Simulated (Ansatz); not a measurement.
# ZnO: strain energy, fitted

ZnO, P6_3mc, a = 3.279 Å, c = 5.293 Å. Ansatz: PBE, PAW, 420 eV, Γ-centred 12×12×6 mesh on 4 atoms, Gaussian smearing 0.02 eV; no spin polarisation. Series: strain along c alone, the other axes held, atoms relaxed; x is the strain in per cent. y is the free energy over the unstrained cell, V0 = 12.325 Å³/atom.

```tsv
x (%)	y (meV/atom)
-6.0	27.57
-4.0	12.35
-2.0	3.13
0.0	0.00
2.0	3.05
4.0	12.14
6.0	?
```

Q: Fit y = c2 x² + c3 x³ to the other rows, turn c2 into a modulus, and predict the missing energy.

A: Least squares on the rows shown. y = 0.76307 x² − 0.00064689 x³. In eV per unit strain² c2 is 7.631; this is C33 with relaxed ions (E = ½ C33 V0 ε²): 2 × 7.631 × 160.2 / (12.325) = 198 GPa. At x = 6.0 the fit asked for gives 27.33 meV/atom. The run gave 27.05 meV/atom, so the fit is 0.28 meV/atom too high, 1 % of the span of the series, against an rms of 0.06 meV/atom on the fitted rows. The row lies outside the fitted range. With a term in x⁴ added, a fit to the same known rows predicts 26.83 meV/atom, a smaller miss on the other side.